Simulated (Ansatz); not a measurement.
# 1T-CrSeTe monolayer in a perpendicular field, part 2 of 4

Wanted: the out-of-plane response of the 1T-CrSeTe monolayer. A positive field points along +c.

Ansatz 0.2.0; plane-wave DFT, PBE-D3(BJ), Ansatz PAW.

So far. Step 2 (Relaxation): The lattice constant a goes from 3.450 to 3.499 Å.

**3. Atoms held, field 0**

A sawtooth potential applies the field, turning back in the middle of the vacuum. With the dipole correction the typed value is the field outside the slab. The induced dipole is small, so the SCF threshold is tight.

The cell differs from the one that the last finished run ended in (c 37.412 → 21.210 Å).

The input, input.yaml:

```yaml
crystal:
  lattice:
    - [3.4989729058, 0.0, 0.0]
    - [-1.7494864529, 3.0301994235, 0.0]
    - [0.0, 0.0, 21.2095551643]
  atoms:
    - { symbol: Te, position: [0.6666666667, 0.3333333333, 0.4243370467], spin: -0.13 }
    - { symbol: Cr, position: [0.0, 0.0, 0.5115427448], spin: 2.45 }
    - { symbol: Se, position: [0.3333333333, 0.6666666667, 0.5756629533], spin: -0.11 }
magnetization:
  spin_polarized: true
kpoints:
  mp_grid: { grid: [18, 18, 1] }
  band_path:
    path: [[0, 0, 0], [0.5, 0, 0], [0.33333333, 0.33333333, 0], [0, 0, 0]]
    npoints: 16
hamiltonian:
  xc: pbe
  dispersion: d3bj
scf:
  occupations: { method: fermi_dirac, width: 0.05 }
  convergence: { dr2_threshold: 1.0e-10 }
efield:
  axis: 3
  dipole_correction: true
  ramp_position: 0.97
  ramp_width: 0.06
  amplitude: 0
output:
  dos: { projected: true, e_range: [-6, 5] }
  bader: true
  write_potential: true
  write_density: true
  volumetric_format: npy
  elf: true
```

Started as:

```bash
$ ansatz run input.yaml --threads 4 --pin off --max-ram 6144MiB --backend cpu --events-out ev --progress --plain --runs-dir out
```

Numbers of over 12 decimals in the logs are rounded to 6 here.

What it wrote:

```text
[...]
Crystal: 3 atoms, lattice volume = 224.876 Å³
Basis set: ecut = 420 eV, 4385 PW (Γ)
Bands: 30, of which v1, the nominal top of the filled ones, is band 23 counted from 1 (22 counted from 0)
Symmetry: 6 space group operations
k-points: 37 of 324 (time reversal used)
[...]
Starting moments: Σ|m| = 2.69 μB on 3 of 3 sites
[...]
SCF iter   1: F=—  HF=-15828.903004 eV  |F-HF|=—  |Δ(HF+E_count)|=         —  Δρ=2.13e-2 (↑2.13e-2 ↓2.03e-2)  dr2=3.83e0  dr2_m=6.21e-2  M=2.104 μB ∫|m|=2.510 μB  β_m=1.00  ethr=3.10e-3  p=0.000 e·Å  D=7.44e-9 V/Å  ΔV_dip=-0.00 eV  dr2_dipole=1.26e-4  V_vac-E_F(+/−)=4.95/4.95 eV  ⟨swp⟩=10.5  Hψ=11901  notcnv=0
[...]
efield: sawtooth ramp at fractional position 0.9700 (set: `efield.ramp_position`, or a place that a band, a saddle search or an elastic batch's reference lends), width 0.0600; the density the first Hamiltonian is built on has a dipole p = 0.000 e·Å; the dipole correction subtracts the counter field D = 7.44e-9 V/Å, which shifts the + side's vacuum level by -0.00 eV against the − side's; the planar-averaged density in the ramp window peaks in size at 3.9e-6 e/Å³
[...]
SCF iter   2: F=—  HF=-15828.573171 eV  |F-HF|=—  |Δ(HF+E_count)|=   3.30e-1  Δρ=1.64e-2 (↑5.58e-3 ↓1.64e-2)  dr2=1.02e0  dr2_m=1.03e-1  M=2.308 μB ∫|m|=2.851 μB  β_m=0.42  ethr=3.10e-3  p=0.001 e·Å  D=1.02e-3 V/Å  ΔV_dip=-0.02 eV  dr2_dipole=5.06e-4  V_vac-E_F(+/−)=4.88/4.90 eV  ⟨swp⟩=2.5  Hψ=3997  notcnv=0  defer=112
density mixer auto → msr1: a metal under ldos (density of states about μ 1.06 of a free-electron gas's, 20 screened modes)
SCF iter   3: F=—  HF=-15828.747550 eV  |F-HF|=—  |Δ(HF+E_count)|=   1.74e-1  Δρ=8.73e-3 (↑6.79e-3 ↓8.73e-3)  dr2=6.41e-2  dr2_m=1.12e-1  M=2.415 μB ∫|m|=3.077 μB  β_m=0.70  ethr=2.22e-3  p=-0.010 e·Å  D=-8.05e-3 V/Å  ΔV_dip=0.17 eV  dr2_dipole=3.47e-4  V_vac-E_F(+/−)=5.06/4.89 eV  ⟨swp⟩=2.2  Hψ=3117  notcnv=0  defer=112
[...]
SCF iter  12: F=-15828.817528 eV  HF=-15828.817528 eV  |F-HF|=2.55e-11  |Δ(HF+E_count)|=  5.46e-12  Δρ=4.75e-8 (↑4.75e-8 ↓4.71e-8)  dr2=2.46e-12  dr2_m=3.95e-12  M=2.439 μB ∫|m|=3.153 μB  ethr=1.00e-12  p=-0.025 e·Å  D=-2.01e-2 V/Å  ΔV_dip=0.43 eV  dr2_dipole=1.87e-14  V_vac-E_F(+/−)=5.33/4.90 eV  ⟨swp⟩=10.9  Hψ=8564  notcnv=0
[...]
SCF 1 converged in 12 iterations: F = -15828.817528 eV  dr2 = 2.46e-12
[...]
NSCF: frozen V_eff on 49 k-points
efield: sawtooth ramp at fractional position 0.9700 (kept from the solve that this one continues, or follows in the run), width 0.0600; the density the first Hamiltonian is built on has a dipole p = -0.025 e·Å; the dipole correction subtracts the counter field D = -2.01e-2 V/Å, which shifts the + side's vacuum level by +0.43 eV against the − side's; the planar-averaged density in the ramp window peaks in size at 3.6e-6 e/Å³
SCF converged after 12 iterations
Magnetization: 2.4395 μB (24.2197 up, 21.7803 down)
Absolute magnetization: 3.1470 μB (∫|ρ↑−ρ↓|, with the PAW one-centre terms)
[...]
Per-site moments (μB) at R_I (Å): [(-0.122217, 1.129824), (2.464789, 1.004540), (-0.107236, 1.004540)]
Free energy (F): -15828.817528 eV
[...]
Internal energy: -15828.805159 eV  (E = F + TS)
E sigma→0 (E₀):  -15828.811344 eV
Entropy (-TS):   -0.012370 eV (-4.123 meV/atom)
Fermi energy:    -0.388148 eV
Dipole field:    D = -0.020056 V/Å  (p = -0.024925 e·Å, saw-weighted, corrected)
Work function:   Φ+ = 5.3274 eV   Φ− = 4.9020 eV
Levels:          The Fermi level and band energies are counted from a zero that moves with the ramp; work functions are not
[...]
--- Band table (eV; the first three rows and the last of 74) ---
  k-point 0 ↑: bands = [... 19 lower, -2.4001, -1.5637, -1.5637, -0.7743, 1.1530, 1.1530, 2.8538, 2.8538, ... 3 higher]
  k-point 1 ↑: bands = [... 19 lower, -2.3074, -1.5913, -1.5873, -0.7932, 0.9611, 1.1218, 2.5554, 2.7890, ... 3 higher]
  k-point 2 ↑: bands = [... 19 lower, -2.1708, -1.6998, -1.6484, -0.8638, 0.5350, 1.0204, 1.9350, 2.6325, ... 3 higher]
  k-point 36 ↓: bands = [... 19 lower, -3.4437, -2.3685, -2.2894, 1.4034, 1.5788, 1.6202, 2.3454, 2.7906, ... 3 higher]
--- Bader charges: 3 sites ---
  site symbol  charge [e]  shift [e]    m [muB]
     0     Te     -0.3712     0.0006    -0.1588
     1     Cr      0.9733     0.0003     2.6826
     2     Se     -0.6021     0.0010    -0.0843
  estimated error of the sums over rays = 6.9e-4 e
```

It took 31 s on 4 threads of Intel Xeon Platinum 8175M at 2.50GHz (Skylake/Cascade Lake), shared host; peak memory 0.97 GiB; 2 min of CPU time.

Numbers from this step:

```yaml
energy_at_zero_smearing: -15828.8113 eV
total_moment: 2.439 μB
site_moments: -0.1222, 2.465, -0.1072 μB
work_function_upper_face: 5.327 eV
work_function_lower_face: 4.902 eV
dipole_along_the_normal: -0.02492 e·Å
step_between_the_vacuum_levels: 0.4254 eV
```

Running mean over a fixed 2.5 Å (it still follows the layers) of the planar mean; the ramp of the sawtooth is left out. Table of electron's electrostatic potential energy less the Fermi level by z:

| z (Å) | electron's electrostatic potential energy less the Fermi level (eV) |
| --- | --- |
| 3.0 | 4.90 |
| 3.5 | 4.90 |
| 4.0 | 4.90 |
| 4.5 | 4.90 |
| 5.0 | 4.90 |
| 5.5 | 4.88 |
| 6.0 | 4.83 |
| 6.5 | 4.61 |
| 7.0 | 3.70 |
| 7.5 | 2.18 |
| 8.0 | 1.14 |
| 8.5 | -0.472 |
| 9.0 | -1.94 |
| 9.5 | -3.34 |
| 10.0 | -4.38 |
| 10.5 | -5.64 |
| 11.0 | -5.84 |
| 11.5 | -5.75 |
| 12.0 | -4.32 |
| 12.5 | -1.89 |
| 13.0 | 0.455 |
| 13.5 | 2.40 |
| 14.0 | 4.08 |
| 14.5 | 5.03 |
| 15.0 | 5.26 |
| 15.5 | 5.31 |
| 16.0 | 5.32 |
| 16.5 | 5.33 |
| 17.0 | 5.33 |
| 17.5 | 5.33 |
| 18.0 | 5.33 |

The density of states has structure finer than the step of the table below, so its rows give means over 0.2 eV, whole bins alone (the curve runs from -6 to 1.99 eV). Peaks (eV: height): total -4.29: 5.41, -2.94: 5.48, -1.40: 5.84, -0.71: 6.56, -0.46: 7.38, 1.88: 6.04, 1.94: 6.46; up -4.29: 3.89, -2.99: 4.16, -2.50: 3.43, -1.40: 4.40, -0.71: 5.97, -0.46: 6.84, -0.24: 4.71; down -2.00: 2.99, -1.89: 3.31, -1.70: 3.55, 1.36: 3.01, 1.47: 3.86, 1.88: 5.24, 1.94: 5.68.

Table of density of states by energy, zero at the Fermi level; means over each step; values in states/eV a cell:

| energy (eV) | total | up | down |
| --- | --- | --- | --- |
| -5.8 | 0 | 0 | 0 |
| -5.6 | 0.0197 | 0.0197 | 0 |
| -5.4 | 0.410 | 0.393 | 0.0176 |
| -5.2 | 0.805 | 0.440 | 0.365 |
| -5.0 | 0.902 | 0.482 | 0.420 |
| -4.8 | 1.25 | 0.796 | 0.451 |
| -4.6 | 1.54 | 0.928 | 0.609 |
| -4.4 | 3.24 | 1.82 | 1.41 |
| -4.2 | 3.94 | 2.20 | 1.74 |
| -4.0 | 2.34 | 0.673 | 1.67 |
| -3.8 | 2.23 | 1.02 | 1.21 |
| -3.6 | 1.06 | 0.506 | 0.555 |
| -3.4 | 1.38 | 0.704 | 0.675 |
| -3.2 | 2.17 | 1.74 | 0.430 |
| -3.0 | 3.61 | 2.52 | 1.08 |
| -2.8 | 3.04 | 1.43 | 1.60 |
| -2.6 | 3.84 | 2.36 | 1.48 |
| -2.4 | 3.05 | 1.63 | 1.42 |
| -2.2 | 2.60 | 1.33 | 1.27 |
| -2.0 | 4.12 | 1.79 | 2.33 |
| -1.8 | 4.62 | 1.85 | 2.77 |
| -1.6 | 3.08 | 1.60 | 1.48 |
| -1.4 | 3.92 | 2.44 | 1.48 |
| -1.2 | 2.64 | 1.02 | 1.62 |
| -1.0 | 1.51 | 0.931 | 0.578 |
| -0.8 | 3.27 | 2.76 | 0.514 |
| -0.6 | 1.71 | 1.06 | 0.649 |
| -0.4 | 3.57 | 3.09 | 0.481 |
| -0.2 | 3.14 | 2.78 | 0.362 |
| 0.0 | 1.37 | 1.07 | 0.300 |
| 0.2 | 1.00 | 0.752 | 0.248 |
| 0.4 | 0.835 | 0.627 | 0.208 |
| 0.6 | 0.722 | 0.553 | 0.169 |
| 0.8 | 0.842 | 0.453 | 0.389 |
| 1.0 | 1.21 | 0.357 | 0.857 |
| 1.2 | 2.20 | 1.04 | 1.16 |
| 1.4 | 3.46 | 1.02 | 2.43 |
| 1.6 | 1.95 | 1.40 | 0.546 |
| 1.8 | 2.32 | 0.972 | 1.35 |

Projected DOS per atom over height of the atomic layer and energy from the Fermi level. Layers: Te Cr Se from below.

Values in states/eV, 22 rows by 3 columns, each cell a mean:
```
0.57 1.95 0.36
0.40 1.81 0.49
0.24 1.07 0.34
0.24 0.35 0.19
0.35 0.32 0.17
0.53 0.72 0.23
0.68 2.16 0.40
0.60 1.45 0.50
0.63 0.85 0.48
1.19 1.38 0.81
1.53 1.49 1.24
1.06 1.02 1.10
0.61 1.43 1.40
0.86 1.09 1.34
0.45 0.63 0.77
0.53 0.39 0.64
1.04 0.47 1.11
1.20 0.57 1.50
0.55 0.33 0.47
0.41 0.21 0.24
0.12 0.08 0.07
0.00 0.00 0.00
```
Columns: height of the atomic layer (Å) from 9 to 12.2 (not evenly spaced); rows upwards: energy from the Fermi level (eV) from -5.96 to 1.96.

Projected DOS per atom, spin up over height of the atomic layer and energy from the Fermi level. Layers: Te Cr Se from below.

Ten even steps from '0' (0.00 states/eV) to '9' (2.04 states/eV), each cell a mean:
```
121
121
011
000
110
120
291
162
030
251
331
321
153
143
122
011
111
314
111
000
000
000
```
Columns: height of the atomic layer (Å) from 9 to 12.2 (not evenly spaced); rows upwards: energy from the Fermi level (eV) from -5.96 to 1.96.

Projected DOS per atom, spin down over height of the atomic layer and energy from the Fermi level. Layers: Te Cr Se from below.

Values in states/eV, 22 rows by 3 columns, each cell a mean:
```
0.34 1.51 0.10
0.13 1.29 0.09
0.07 0.79 0.09
0.05 0.21 0.04
0.09 0.10 0.03
0.15 0.11 0.04
0.27 0.13 0.06
0.36 0.12 0.07
0.56 0.14 0.32
0.68 0.24 0.52
0.86 0.70 0.95
0.34 0.43 0.79
0.39 0.32 0.72
0.47 0.25 0.63
0.11 0.11 0.29
0.34 0.11 0.28
0.63 0.24 0.79
0.54 0.18 0.65
0.25 0.09 0.14
0.23 0.08 0.10
0.01 0.00 0.01
0.00 0.00 0.00
```
Columns: height of the atomic layer (Å) from 9 to 12.2 (not evenly spaced); rows upwards: energy from the Fermi level (eV) from -5.96 to 1.96.

Deep bands are left out, so band numbers here count from the lowest band kept and differ from the log's. The electronic bands at the labelled points (eV, zero at the Fermi level; # counts the bands kept):

| point | up #6 | up #7 | up #8 | up #9 | down #4 | down #5 | down #6 | down #7 |
| --- | --- | --- | --- | --- | --- | --- | --- | --- |
| Γ | -1.18 | -0.39 | 1.54 | 1.54 | -1.69 | 1.26 | 1.26 | 1.59 |
| halfway | -1.37 | -0.77 | -0.03 | 0.81 | -1.78 | -1.21 | 0.00 | 1.13 |
| M | -1.13 | -0.80 | -0.40 | -0.35 | -1.99 | -1.93 | -0.52 | 0.79 |
| halfway | -2.07 | -0.73 | -0.47 | -0.25 | -2.35 | -1.93 | -1.81 | 1.37 |
| K | -2.34 | -0.73 | -0.39 | -0.36 | -3.06 | -1.98 | -1.90 | 1.79 |
| halfway | -1.40 | -0.81 | -0.23 | 0.45 | -2.04 | -1.22 | -0.92 | 1.38 |
| Γ | -1.18 | -0.39 | 1.54 | 1.54 | -1.69 | 1.26 | 1.26 | 1.59 |

Spin density in the ca plane at fractional y = 0.000, with atoms of Cr within 0.2 Å of it.

Ten even steps from '0' (0.0 e/Å³) to '9' (3.3 e/Å³), each cell a mean:
```
00000000000000000003651000000000000000000000
00000000000000000000110000000000000000000000
00000000000000000000000000000000000000000000
00000000000000000000000000000000000000000000
00000000000000000000000000000000000000000000
00000000000000000000000000000000000000000000
00000000000000000000000000000000000000000000
00000000000000000001320000000000000000000000
00000000000000000014972000000000000000000000
```
Columns run along c (16.0 Å, from fractional 0.17 to 0.92 of the cell), rows up along a (3.5 Å). Atoms in or near the plane, at fractional coordinates: Cr at (0.51, 0.00).

Electrostatic potential energy in the ca plane at fractional y = 0.000, with atoms of Cr within 0.2 Å of it. With pseudopotentials it is smooth inside the atoms' cores, unlike the true potential.

Ten even steps from '0' (-28 eV) to '9' (5 eV), each cell a mean:
```
99999999999999998730000689999999999999999999
99999999999999888862014789999999999999999999
99999999999998777787667888999999999999999999
99999999999997645788888767899999999999999999
99999999999997534688988767899999999999999999
99999999999998656788888778899999999999999999
99999999999998888875346888999999999999999999
99999999999999988840001689999999999999999999
99999999999999998720000589999999999999999999
```
Columns run along c (16.0 Å, from fractional 0.17 to 0.92 of the cell; values clipped at the 3rd and 97th percentile), rows up along a (3.5 Å). Atoms in or near the plane, at fractional coordinates: Cr at (0.51, 0.00).

ELF in the ca plane at fractional y = 0.000, with atoms of Cr within 0.2 Å of it. It is the smooth field of the valence electrons, not physical close to the nuclei.

Ten even steps from '0' (0.00) to '9' (0.92), each cell a mean:
```
00000000000000000011222599621110000000000000
00000000000000001234442245223321000000000000
00000000000000124565664211356664210000000000
00000000000000246765556322577776521000000000
00000000000001257765556423577777531000000000
00000000000000135765565312467776420000000000
00000000000000012455553122235543100000000000
00000000000000000122331377412210000000000000
00000000000000000001212699721100000000000000
```
Columns run along c (16.0 Å, from fractional 0.09 to 0.85 of the cell), rows up along a (3.5 Å). Atoms in or near the plane, at fractional coordinates: Cr at (0.51, 0.00).

The work function of the upper face is 5.33 eV.

**4. Atoms held, field 0.1 V/Å**

input.yaml: that of step 3 with these lines changed.

```diff
@@ -27,6 +27,4 @@
   ramp_width: 0.06
-  amplitude: 0
+  amplitude: 0.1
 output:
-  dos: { projected: true, e_range: [-6, 5] }
-  bader: true
   write_potential: true
@@ -34,2 +32 @@
   volumetric_format: npy
-  elf: true
```

What it wrote:

```text
[...]
Crystal: 3 atoms, lattice volume = 224.876 Å³
Basis set: ecut = 420 eV, 4385 PW (Γ)
Bands: 30, of which v1, the nominal top of the filled ones, is band 23 counted from 1 (22 counted from 0)
Symmetry: 6 space group operations
k-points: 37 of 324 (time reversal used)
[...]
Starting moments: Σ|m| = 2.69 μB on 3 of 3 sites
[...]
k-point 1 ↑: bands = [... 19 lower, -2.3255, -1.6010, -1.5968, -0.7921, 0.9529, 1.1132, 2.5439, 2.7773, ... 3 higher]
  k-point 2 ↑: bands = [... 19 lower, -2.1879, -1.7104, -1.6579, -0.8648, 0.5273, 1.0114, 1.9248, 2.6210, ... 3 higher]
  k-point 36 ↓: bands = [... 19 lower, -3.4511, -2.3690, -2.3087, 1.3900, 1.5680, 1.6082, 2.3373, 2.7833, ... 3 higher]
[key lines of the parts left out:]
SCF converged after 12 iterations
Magnetization: 2.4385 μB (24.2193 up, 21.7807 down)
Free energy (F): -15828.816706 eV
Fermi energy:    -0.398391 eV
Dipole field:    D = 0.006828 V/Å  (p = 0.008485 e·Å, saw-weighted, corrected)
```

It took 23 s on 4 threads; peak memory 0.97 GiB.

The dipole is 0.00848 e·Å, 0.0334 e·Å from its value without field.

**5. Single point, field -0.1 V/Å**

input.yaml: that of step 4 with these lines changed.

```diff
@@ -27,3 +27,3 @@
   ramp_width: 0.06
-  amplitude: 0.1
+  amplitude: -0.1
 output:
```

What it wrote:

```text
[...]
Crystal: 3 atoms, lattice volume = 224.876 Å³
Basis set: ecut = 420 eV, 4385 PW (Γ)
Bands: 30, of which v1, the nominal top of the filled ones, is band 23 counted from 1 (22 counted from 0)
Symmetry: 6 space group operations
k-points: 37 of 324 (time reversal used)
[...]
Starting moments: Σ|m| = 2.69 μB on 3 of 3 sites
[...]
k-point 1 ↑: bands = [... 19 lower, -2.2904, -1.5827, -1.5789, -0.7954, 0.9682, 1.1294, 2.5658, 2.7998, ... 3 higher]
  k-point 2 ↑: bands = [... 19 lower, -2.1549, -1.6902, -1.6398, -0.8639, 0.5416, 1.0283, 1.9441, 2.6430, ... 3 higher]
  k-point 36 ↓: bands = [... 19 lower, -3.4373, -2.3690, -2.2710, 1.4157, 1.5886, 1.6311, 2.3525, 2.7969, ... 3 higher]
[key lines of the parts left out:]
SCF converged after 12 iterations
Magnetization: 2.4404 μB (24.2202 up, 21.7798 down)
Free energy (F): -15828.821690 eV
Fermi energy:    -0.378919 eV
Dipole field:    D = -0.046922 V/Å  (p = -0.058312 e·Å, saw-weighted, corrected)
```

The job ended after 22 s (4 threads; peak memory 0.97 GiB).

The dipole is -0.0583 e·Å, -0.0334 e·Å from its value without field.

**6. Atoms held, field 0.5 V/Å**

input.yaml: that of step 5 with these lines changed.

```diff
@@ -27,3 +27,3 @@
   ramp_width: 0.06
-  amplitude: -0.1
+  amplitude: 0.5
 output:
```

What it wrote:

```text
[...]
Crystal: 3 atoms, lattice volume = 224.876 Å³
Basis set: ecut = 420 eV, 4385 PW (Γ)
Bands: 30, of which v1, the nominal top of the filled ones, is band 23 counted from 1 (22 counted from 0)
Symmetry: 6 space group operations
k-points: 37 of 324 (time reversal used)
[...]
Starting moments: Σ|m| = 2.69 μB on 3 of 3 sites
[...]
k-point 1 ↑: bands = [... 19 lower, -2.4082, -1.6502, -1.6454, -0.7994, 0.9089, 1.0676, 2.4755, 2.5372, ... 3 higher]
  k-point 2 ↑: bands = [... 19 lower, -2.2667, -1.7632, -1.7068, -0.8807, 0.4852, 0.9645, 1.8721, 2.5651, ... 3 higher]
  k-point 36 ↓: bands = [... 19 lower, -3.4905, -2.3959, -2.3816, 1.3259, 1.5140, 1.5498, 2.2941, 2.7426, ... 3 higher]
[key lines of the parts left out:]
SCF converged after 12 iterations
Magnetization: 2.4346 μB (24.2173 up, 21.7827 down)
Free energy (F): -15828.846889 eV
Fermi energy:    -0.449892 eV
Dipole field:    D = 0.114741 V/Å  (p = 0.142593 e·Å, saw-weighted, corrected)
```

Wall time 23 s (4 threads); peak memory 0.97 GiB.

The dipole is 0.143 e·Å, 0.168 e·Å from its value without field.

**7. Single point, field -0.3 V/Å**

input.yaml: that of step 6 with these lines changed.

```diff
@@ -27,4 +27,6 @@
   ramp_width: 0.06
-  amplitude: 0.5
+  amplitude: -0.3
 output:
+  dos: { projected: true, e_range: [-6, 5] }
+  bader: true
   write_potential: true
@@ -32 +34,2 @@
   volumetric_format: npy
+  elf: true
```

What it wrote:

```text
[...]
Crystal: 3 atoms, lattice volume = 224.876 Å³
Basis set: ecut = 420 eV, 4385 PW (Γ)
Bands: 30, of which v1, the nominal top of the filled ones, is band 23 counted from 1 (22 counted from 0)
Symmetry: 6 space group operations
k-points: 37 of 324 (time reversal used)
[...]
Starting moments: Σ|m| = 2.69 μB on 3 of 3 sites
[...]
k-point 36 ↓: bands = [... 19 lower, -3.4271, -2.3731, -2.2374, 1.4373, 1.6051, 1.6498, 2.3635, 2.8063, ... 3 higher]
--- Bader charges: 3 sites ---
  site symbol  charge [e]  shift [e]    m [muB]
     0     Te     -0.3548     0.0006    -0.1607
     1     Cr      0.9732     0.0003     2.6846
     2     Se     -0.6184     0.0010    -0.0815
  estimated error of the sums over rays = 6.6e-4 e
[key lines of the parts left out:]
SCF converged after 12 iterations
Magnetization: 2.4424 μB (24.2212 up, 21.7788 down)
Free energy (F): -15828.840028 eV
Fermi energy:    -0.363515 eV
Dipole field:    D = -0.100639 V/Å  (p = -0.125069 e·Å, saw-weighted, corrected)
```

Wall time 31 s (4 threads); peak memory 0.97 GiB.

The dipole is -0.125 e·Å, -0.100 e·Å from its value without field.

(Part 2 of 4 ends here.)

[Logs are printed without paths, hosts, clocks, repeated set-up lines and the standing remarks that a program may print on its own settings, such as how far it seeks lower states.]

[Hosts, paths, dates, database ids (printed as entryN), source tags and the programs' standing remarks are cut or masked in the printed files.]

[Maps of the electrostatic potential energy from Ansatz leave out the sawtooth potential of an applied field or a dipole correction, so their vacuum need not be flat; planar profiles and work functions include it.]

[The density of states shown here was stored with 400 of the rows of the run's finer table, so its peaks can read low, often by over a quarter, or be missed, and its means over a window can be off by a tenth or more.]
